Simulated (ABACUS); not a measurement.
# SnTe (Fm-3m) in ABACUS: a series of runs

One crystal, SnTe, is run at these levels: HLE16, PBE; tasks: band structure, equation of state.

Program: ABACUS 3.10.1. These are calculated values, not measurements. Logs are shortened: lines on timing, memory, paths and dates and some standing lists are left out, and cuts for length are marked.

**Measured values to compare with.**

From a printed reference work, textbook, for a bulk crystal of SnTe at 300 K: band gap 0.18 eV (direct).

The results are compared with them further down.

### 1 The structure

Symmetry: Fm-3m, No. 225, cubic system. Conventional cell: a = 6.302 Å, b = 6.302 Å, c = 6.302 Å, α = 90.00°, β = 90.00°, γ = 90.00°. Te (site symmetry m-3m) has 6 Sn at 3.15 Å as nearest neighbours. Sn (site symmetry m-3m) has 6 Te at 3.15 Å as nearest neighbours.

### 2 Band structure, HLE16

Input file INPUT:

```
INPUT_PARAMETERS
suffix              SnTe
calculation         nscf
basis_type          pw
pseudo_dir          ./
symmetry            -1
dft_functional      GGA_XC_HLE16
ecutwfc             40.0
pseudo_rcut         10
nspin               1
nbands              20
ks_solver           dav
smearing_method     fd
smearing_sigma      0.00367493
scf_thr             1e-08
scf_nmax            100
mixing_type         broyden
mixing_beta         0.7
ecutrho             320.0
init_chg            file
pw_diag_thr         1e-07
out_band            1
kpar                4
```

Input file STRU:

```
ATOMIC_SPECIES
Te 127.6000 te_pbe_v1.uspp.F.UPF
Sn 118.7100 sn_pbe_v1.4.uspp.F.UPF

LATTICE_CONSTANT
1.8897261246

LATTICE_VECTORS
0.0000000000 3.1508500000 3.1508500000
3.1508500000 0.0000000000 3.1508500000
3.1508500000 3.1508500000 0.0000000000

ATOMIC_POSITIONS
Cartesian

Te
0.0
1
3.1508500000 3.1508500000 3.1508500000 1 1 1

Sn
0.0
1
0.0000000000 0.0000000000 0.0000000000 1 1 1
```

Input file KPT:

```
K_POINTS
12
Line
0.00000000 0.00000000 0.00000000 10 // G
0.50000000 0.00000000 0.50000000 10 // X
0.50000000 0.25000000 0.75000000 10 // W
0.37500000 0.37500000 0.75000000 10 // K
0.00000000 0.00000000 0.00000000 10 // G
0.50000000 0.50000000 0.50000000 10 // L
0.62500000 0.25000000 0.62500000 10 // U
0.50000000 0.25000000 0.75000000 10 // W
0.50000000 0.50000000 0.50000000 10 // L
0.37500000 0.37500000 0.75000000 1 // K
0.62500000 0.25000000 0.62500000 10 // U
0.50000000 0.00000000 0.50000000 1 // X
```

Potentials or basis: GBRV ultrasoft 1.5 PBE, plane waves.

The run is started by

```console
$ OMP_NUM_THREADS=1 mpirun -np 4 abacus > log
```

running log:

```text
ABACUS v3.10.1

               Atomic-orbital Based Ab-initio Computation at UStc

 ------------------------------------------------------------------------------------

 READING GENERAL INFORMATION
                           global_out_dir = OUT.SnTe/
                           global_in_card = INPUT
                               pseudo_dir = ./
                              orbital_dir =
                                    DSIZE = 4
                                    GSIZE = 1

 READING UNITCELL INFORMATION
                                    ntype = 2
                  lattice constant (Bohr) = 1.88973
              lattice constant (Angstrom) = 1

 READING ATOM TYPE 1
                               atom label = Te
                      L=0, number of zeta = 1
                      L=1, number of zeta = 1
                      L=2, number of zeta = 1
             number of atom for this type = 1

 READING ATOM TYPE 2
                               atom label = Sn
                      L=0, number of zeta = 1
                      L=1, number of zeta = 1
                      L=2, number of zeta = 1
             number of atom for this type = 1

                        TOTAL ATOM NUMBER = 2
CARTESIAN COORDINATES ( UNIT =       1.889726124600 Bohr ).
    atom                   x                   y                   z     mag                  vx                  vy                  vz
tauc_Te1            3.1508500000        3.1508500000        3.1508500000  0.0000        0.0000000000        0.0000000000        0.0000000000
tauc_Sn1            0.0000000000        0.0000000000        0.0000000000  0.0000        0.0000000000        0.0000000000        0.0000000000

                          Volume (Bohr^3) = 422.192
                             Volume (A^3) = 62.5623

 Lattice vectors: (Cartesian coordinate: in unit of a_0)
                   +0            +3.15085            +3.15085
             +3.15085                  +0            +3.15085
             +3.15085            +3.15085                  +0
 Reciprocal vectors: (Cartesian coordinate: in unit of 2 pi/a_0)
            -0.158687           +0.158687           +0.158687
            +0.158687           -0.158687           +0.158687
            +0.158687           +0.158687           -0.158687
 The esolver type has been set to : ksdft_pw

                PAO radial cut off (Bohr) = 10

 Read in pseudopotential file is te_pbe_v1.uspp.F.UPF
                     pseudopotential type = US
          exchange-correlation functional = PBE
                 nonlocal core correction = 1
                        valence electrons = 6
                                     lmax = 2
                           number of zeta = 2
                     number of projectors = 5
                           L of projector = 0
                           L of projector = 0
                           L of projector = 1
                           L of projector = 1
                           L of projector = 2
 XC functional updated to : GGA_XC_HLE16
          exchange-correlation functional = GGA_XC_HLE16
                PAO radial cut off (Bohr) = 10

 Read in pseudopotential file is sn_pbe_v1.4.uspp.F.UPF
                     pseudopotential type = US
          exchange-correlation functional = PBE
                 nonlocal core correction = 1
                        valence electrons = 14
                                     lmax = 2
                           number of zeta = 3
                     number of projectors = 6
                           L of projector = 0
                           L of projector = 0
                           L of projector = 1
                           L of projector = 1
                           L of projector = 2
                           L of projector = 2
 XC functional updated to : GGA_XC_HLE16
          exchange-correlation functional = GGA_XC_HLE16
     initial pseudo atomic orbital number = 13

 SETUP THE ELECTRONS NUMBER
            electron number of element Te = 6
[... 57 lines left out ...]

 Make real space PAO into reciprocal space.
       max mesh points in Pseudopotential = 771
     dq(describe PAO in reciprocal space) = 0.01
                                    max q = 763

 number of pseudo atomic orbitals for Te is 2
WARNING: norm of atomic wavefunction # 2 of atomic type Te is 0.999973, renormalized

 number of pseudo atomic orbitals for Sn is 3
WARNING: norm of atomic wavefunction # 3 of atomic type Sn is 0.999978, renormalized

 -------------------------------------------
 NONSELF-CONSISTENT
 -------------------------------------------
                                 init_chg = file
 try to read charge from file
 Read in the charge density: OUT.SnTe//SnTe-CHARGE-DENSITY.restart

 PW ALGORITHM --------------- ION=   1  ELEC=   1--------------------------------
 k(1/102) Iter steps (avg)=11 threshold=1e-07
 k(2/102) Iter steps (avg)=11 threshold=1e-07
 k(3/102) Iter steps (avg)=12 threshold=1e-07
 k(4/102) Iter steps (avg)=13 threshold=1e-07
 k(5/102) Iter steps (avg)=15 threshold=1e-07
 k(6/102) Iter steps (avg)=20 threshold=1e-07
 k(7/102) Iter steps (avg)=26 threshold=1e-07
 k(8/102) Iter steps (avg)=24 threshold=1e-07
 k(9/102) Iter steps (avg)=25 threshold=1e-07
 k(10/102) Iter steps (avg)=27 threshold=1e-07
[... 6 lines left out ...]
 k(17/102) Iter steps (avg)=39 threshold=1e-07
 k(18/102) Iter steps (avg)=20 threshold=1e-07
 k(19/102) Iter steps (avg)=24 threshold=1e-07
 k(20/102) Iter steps (avg)=18 threshold=1e-07
 k(21/102) Iter steps (avg)=21 threshold=1e-07
 k(22/102) Iter steps (avg)=19 threshold=1e-07
 k(23/102) Iter steps (avg)=20 threshold=1e-07
 k(24/102) Iter steps (avg)=25 threshold=1e-07
 k(25/102) Iter steps (avg)=21 threshold=1e-07
 k(26/102) Iter steps (avg)=27 threshold=1e-07
[... levels at 26 k points of this process ...]

 Density error is 0.00000000000
                          Error Threshold = 1.00000000000e-07
----------------------------------------------------------
     Energy           Rydberg                 eV
----------------------------------------------------------
 E_KohnSham     -199.9291980523      -2720.1762900820
 E_KS(sigma->0) -199.9291831218      -2720.1760869418
 E_Harris       -199.9291980523      -2720.1762900820
 E_band         -13.7168894903       -186.6278559041
 E_one_elec     -72.8893766047       -991.7108454919
 E_Hartree      50.0114694275        680.4409495663
 E_xc           -72.3559195026       -984.4527892650
 E_Ewald        -104.6953415114      -1424.4531986110
 E_entropy(-TS) -0.0000298610        -0.0004062804
 E_descf        0.0000000000         0.0000000000
 E_exx          0.0000000000         0.0000000000
 E_Fermi        0.4713888493         6.4135743235
----------------------------------------------------------

 charge density convergence is achieved
 final etot is -2720.1762901 eV
 EFERMI = 6.4135743235 eV

 STATE ENERGY(eV) AND OCCUPATIONS    NSPIN == 1
 1/26 kpoint (Cartesian) = 0.0000 0.0000 0.0000 (1807 pws)
       1       -19.2971      0.0196078
       2       -19.2971      0.0196078
       3       -19.2971      0.0196078
       4       -19.2892      0.0196078
       5       -19.2892      0.0196078
       6       -6.72419      0.0196078
[... 12 lines left out ...]
      19        15.0539    1.75322e-77
      20        15.2594    2.87532e-79

 2/26 kpoint (Cartesian) = 0.0000 0.015869 0.0000 (1820 pws)
       1       -19.2972      0.0196078
       2       -19.2970      0.0196078
       3       -19.2970      0.0196078
       4       -19.2893      0.0196078
       5       -19.2891      0.0196078
       6       -6.69841      0.0196078
[... 12 lines left out ...]
      19        15.2398    4.25557e-79
      20        15.4510    6.23226e-81

 3/26 kpoint (Cartesian) = 0.0000 0.031737 0.0000 (1824 pws)
       1       -19.2973      0.0196078
       2       -19.2966      0.0196078
       3       -19.2966      0.0196078
       4       -19.2898      0.0196078
       5       -19.2889      0.0196078
       6       -6.62212      0.0196078
[... 39 lines left out ...]
       2       -19.2953      0.0196078
       3       -19.2953      0.0196078
       4       -19.2914      0.0196078
       5       -19.2883      0.0196078
       6       -6.33432      0.0196078
[... 12 lines left out ...]
      19        17.3225        0.00000
      20        18.9244        0.00000

 6/26 kpoint (Cartesian) = 0.0000 0.079344 0.0000 (1812 pws)
       1       -19.2980      0.0196078
       2       -19.2944      0.0196078
       3       -19.2944      0.0196078
       4       -19.2926      0.0196078
       5       -19.2880      0.0196078
       6       -6.13913      0.0196078
[... 12 lines left out ...]
      19        18.3043        0.00000
      20        20.3357        0.00000

[... levels at 20 further k points ...]

 --------------------------------------------
 !FINAL_ETOT_IS -2720.176290081999 eV
 --------------------------------------------

 Output bands in file: OUT.SnTe/BANDS_1.dat
```

Run time: 8.7 s. Hardware: 4 MPI ranks of Intel Xeon Platinum 8488C (Sapphire Rapids), shared host; peak memory 0.84 GiB.

Results:

| Item | Value |
| --- | --- |
| Band gap along the path | 0.44 eV, direct |

Levels at the corners of the path, in eV from the Fermi level:
| point | band 6 | band 7 | band 8 | band 9 | band 10 | band 11 | band 12 | band 13 | band 14 | band 15 |
| --- | --- | --- | --- | --- | --- | --- | --- | --- | --- | --- |
| Γ | -13.15 | -5.29 | -2.44 | -2.44 | -2.44 | 3.29 | 3.29 | 3.29 | 5.14 | 5.14 |
| X | -11.81 | -6.90 | -5.45 | -3.85 | -3.85 | 2.94 | 4.65 | 4.65 | 5.97 | 8.80 |
| W | -11.73 | -7.67 | -4.78 | -4.78 | -1.24 | 0.78 | 4.78 | 4.78 | 6.24 | 6.24 |
| K | -11.77 | -7.70 | -5.09 | -3.39 | -2.86 | 2.74 | 3.01 | 4.73 | 5.29 | 8.76 |
| Γ | -13.15 | -5.29 | -2.44 | -2.44 | -2.44 | 3.29 | 3.29 | 3.29 | 5.14 | 5.14 |
| L | -12.04 | -8.51 | -2.12 | -2.12 | -0.21 | 0.23 | 0.32 | 0.32 | 8.67 | 9.18 |
| U | -11.77 | -7.70 | -5.09 | -3.39 | -2.86 | 2.74 | 3.01 | 4.73 | 5.29 | 8.76 |
| W | -11.73 | -7.67 | -4.78 | -4.78 | -1.24 | 0.78 | 4.78 | 4.78 | 6.24 | 6.24 |
| L | -12.04 | -8.51 | -2.12 | -2.12 | -0.21 | 0.23 | 0.32 | 0.32 | 8.67 | 9.18 |
| K | -11.77 | -7.70 | -5.09 | -3.39 | -2.86 | 2.74 | 3.01 | 4.73 | 5.29 | 8.76 |
| U | -11.77 | -7.70 | -5.09 | -3.39 | -2.86 | 2.74 | 3.01 | 4.73 | 5.29 | 8.76 |
| X | -11.81 | -6.90 | -5.45 | -3.85 | -3.85 | 2.94 | 4.65 | 4.65 | 5.97 | 8.80 |

Caveat: the potentials were made for a functional far from this one; the density is read from an earlier self-consistent run, whose mesh may be coarse; the potentials were made for another functional, which shifts forces and pressure; spin-orbit coupling is left out, which moves the levels of the heavy elements.

### 3 Equation of state, HLE16, 29.40 Å³/atom (volume scaled by 0.94)

Input file INPUT:

```
INPUT_PARAMETERS
suffix              SnTe
calculation         scf
basis_type          pw
pseudo_dir          ./
latname             fcc
symmetry            1
dft_functional      GGA_XC_HLE16
ecutwfc             40
pseudo_rcut         10
nspin               1
nbands              14
ks_solver           dav
smearing_method     fd
smearing_sigma      0.00367493
scf_thr             1e-08
scf_nmax            100
mixing_type         broyden
mixing_beta         0.7
cal_force           1
cal_stress          1
ecutrho             320
kpar                4
```

Input file STRU:

```
ATOMIC_SPECIES
Te 127.6000 te_pbe_v1.uspp.F.UPF
Sn 118.7100 sn_pbe_v1.4.uspp.F.UPF

LATTICE_CONSTANT
11.6653885580

ATOMIC_POSITIONS
Direct

Te
0.0
1
0.5000000000 0.5000000000 0.5000000000 1 1 1

Sn
0.0
1
0.0000000000 0.0000000000 0.0000000000 1 1 1
```

Input file KPT:

```
K_POINTS
0
Gamma
6 6 6 0 0 0
```

Potentials or basis: GBRV ultrasoft 1.5 PBE, plane waves.

The run is started by

```console
$ OMP_NUM_THREADS=1 mpirun -np 4 abacus > log
```

Run time: 15 s. Hardware: 4 MPI ranks of Intel Xeon Platinum 8488C (Sapphire Rapids), shared host; peak memory 0.8 GiB.

The run converged. Its results:

- Free energy: -2719.3027 eV
- Pressure: -3.0 GPa
- Band gap on the k mesh: 0.21 eV, direct

Caveat: the potentials were made for a functional far from this one; the potentials were made for another functional, which shifts forces and pressure; spin-orbit coupling is left out, which moves the levels of the heavy elements.

### 4 Equation of state, HLE16, 30.66 Å³/atom (volume scaled by 0.98)

INPUT is that of step 3.

STRU, as its differences from that of step 3:

```diff
@@ -5,3 +5,3 @@
 LATTICE_CONSTANT
-11.6653885580
+11.8285619789
```

KPT is that of step 3.

The run is started by

```console
$ OMP_NUM_THREADS=1 mpirun -np 4 abacus > log
```

Wall time 15 s (4 MPI ranks of Intel Xeon Platinum 8488C (Sapphire Rapids), shared host); peak memory 0.84 GiB.

It converged, with:

```yaml
Free_energy: -2719.2453 eV
Pressure: -4.3 GPa
Band_gap_on_the_k_mesh: 0.37 eV, direct
```

Caveat: the potentials were made for a functional far from this one; the potentials were made for another functional, which shifts forces and pressure; spin-orbit coupling is left out, which moves the levels of the heavy elements.

### 5 Equation of state, HLE16, 31.91 Å³/atom (volume scaled by 1.02)

INPUT is that of step 4.

STRU, as its differences from that of step 4:

```diff
@@ -5,3 +5,3 @@
 LATTICE_CONSTANT
-11.8285619789
+11.9873535710
```

KPT is that of step 4.

The run is started by

```console
$ OMP_NUM_THREADS=1 mpirun -np 4 abacus > log
```

Wall time 16 s (4 MPI ranks of Intel Xeon Platinum 8488C (Sapphire Rapids), shared host); peak memory 0.84 GiB.

Results (log left out):

```yaml
Free_energy: -2719.1692 eV
Pressure: -5.4 GPa
Band_gap_on_the_k_mesh: 0.51 eV, direct
```

Caveat: the potentials were made for a functional far from this one; the potentials were made for another functional, which shifts forces and pressure; spin-orbit coupling is left out, which moves the levels of the heavy elements.

### 6 Equation of state, HLE16, 33.16 Å³/atom (volume scaled by 1.06)

INPUT is that of step 5.

STRU, as its differences from that of step 5:

```diff
@@ -5,3 +5,3 @@
 LATTICE_CONSTANT
-11.9873535710
+12.1420461626
```

KPT is that of step 5.

Potentials or basis: GBRV ultrasoft 1.5 PBE, plane waves.

The run is started by

```console
$ OMP_NUM_THREADS=1 mpirun -np 4 abacus > log
```

It took 17 s on 4 MPI ranks of Intel Xeon Platinum 8488C (Sapphire Rapids), shared host; peak memory 0.88 GiB.

Results (log left out):

* Free energy: -2719.0789 eV
* Pressure: -6.1 GPa
* Band gap on the k mesh: 0.63 eV, direct

Caveat: the potentials were made for a functional far from this one; the potentials were made for another functional, which shifts forces and pressure; spin-orbit coupling is left out, which moves the levels of the heavy elements.

### 7 Equation of state, HLE16

No new run: the results of the series are fitted here.

Results:

```yaml
Equilibrium_volume: "27.45 Å³/atom (rough: see the caveat)"
Bulk_modulus: 51 GPa (rough)
```

Energy against volume, from the lowest point:
```tsv
volume (Å³/atom)	energy (meV/atom)
29.404	0.00
30.656	28.70
31.907	66.73
33.158	111.91
```

Caveat: the potentials were made for a functional far from this one; the minimum lies outside the volumes run; the potentials were made for another functional, which shifts forces and pressure. Spin-orbit coupling is left out, which matters for the levels of Te.

### 8 Band structure, PBE

Input file INPUT:

```
INPUT_PARAMETERS
suffix              SnTe
calculation         nscf
basis_type          lcao
pseudo_dir          ./
orbital_dir         ./
symmetry            -1
dft_functional      pbe
ecutwfc             100.0
pseudo_rcut         10
nspin               1
nbands              25
ks_solver           genelpa
smearing_method     fd
smearing_sigma      0.00367493
scf_thr             1e-07
scf_nmax            100
mixing_type         broyden
mixing_beta         0.7
init_chg            file
out_band            1
```

Input file STRU:

```
ATOMIC_SPECIES
Te 127.6000 Te_ONCV_PBE-1.2.upf
Sn 118.7100 Sn_ONCV_PBE-1.2.upf

NUMERICAL_ORBITAL
Te_confined-atom_8au_2s2p2d.orb
Sn_confined-atom_8au_2s2p2d.orb

LATTICE_CONSTANT
1.8897261246

LATTICE_VECTORS
0.0000000000 3.1508500000 3.1508500000
3.1508500000 0.0000000000 3.1508500000
3.1508500000 3.1508500000 0.0000000000

ATOMIC_POSITIONS
Direct

Te
0.0
1
0.5000000000 0.5000000000 0.5000000000 1 1 1

Sn
0.0
1
0.0000000000 0.0000000000 0.0000000000 1 1 1
```

Input file KPT:

```
K_POINTS
12
Line
0.00000000 0.00000000 0.00000000 10 // G
0.50000000 0.00000000 0.50000000 10 // X
0.50000000 0.25000000 0.75000000 10 // W
0.37500000 0.37500000 0.75000000 10 // K
0.00000000 0.00000000 0.00000000 10 // G
0.50000000 0.50000000 0.50000000 10 // L
0.62500000 0.25000000 0.62500000 10 // U
0.50000000 0.25000000 0.75000000 10 // W
0.50000000 0.50000000 0.50000000 10 // L
0.37500000 0.37500000 0.75000000 1 // K
0.62500000 0.25000000 0.62500000 10 // U
0.50000000 0.00000000 0.50000000 1 // X
```

Potentials or basis: SG15 ONCV 1.2 PBE, DZP LCAO (the cutoffs set its grid).

The run is started by

```console
$ OMP_NUM_THREADS=1 mpirun -np 4 abacus > log
```

Run time: 0.89 s. Hardware: 4 MPI ranks of Intel Xeon Platinum 8488C (Sapphire Rapids), shared host; peak memory 0.44 GiB.

It converged, with:

```
Band gap along the path : 0.05 eV, direct
```

Levels at the corners of the path, in eV from the Fermi level:
```
point  band 12  band 13  band 14  band 15  band 16  band 17  band 18  band 19
    Γ    -4.83    -2.22    -2.22    -2.22     3.45     3.45     3.45     4.68
    X    -6.62    -5.72    -3.86    -3.86     2.30     5.03     5.03     6.31
    W    -7.52    -4.97    -4.97    -0.92     0.77     4.86     4.86     6.28
    K    -7.57    -5.32    -3.37    -2.84     2.96     3.14     4.44     5.55
    Γ    -4.83    -2.22    -2.22    -2.22     3.45     3.45     3.45     4.68
    L    -8.48    -1.93    -1.93    -0.02     0.03     0.23     0.23     8.74
    U    -7.57    -5.32    -3.37    -2.84     2.96     3.14     4.44     5.55
    W    -7.52    -4.97    -4.97    -0.92     0.77     4.86     4.86     6.28
    L    -8.48    -1.93    -1.93    -0.02     0.03     0.23     0.23     8.74
    K    -7.57    -5.32    -3.37    -2.84     2.96     3.14     4.44     5.55
    U    -7.57    -5.32    -3.37    -2.84     2.96     3.14     4.44     5.55
    X    -6.62    -5.72    -3.86    -3.86     2.30     5.03     5.03     6.31
```

Caveat: the atomic orbitals were generated for these runs and aren't a published set; the density is read from an earlier self-consistent run, whose mesh may be coarse; spin-orbit coupling is left out, which moves the levels of the heavy elements; the basis of atomic orbitals isn't converged, which shifts pressures, moduli and gaps.

### 9 Comparison with measurements

Step 8. A measured gap of SnTe is 0.18 eV (direct; 300 K; a printed reference work, textbook); the calculated 0.05 eV misses it by -0.13 eV. Spin-orbit coupling on Sn, Te is left out. The value is that of PBE in an atomic basis (SG15 ONCV 1.2 PBE, DZP LCAO (the cutoffs set its grid)), whose error adds to the functional's,, without temperature or zero-point motion. Semilocal functionals fall short of measured gaps as a rule.
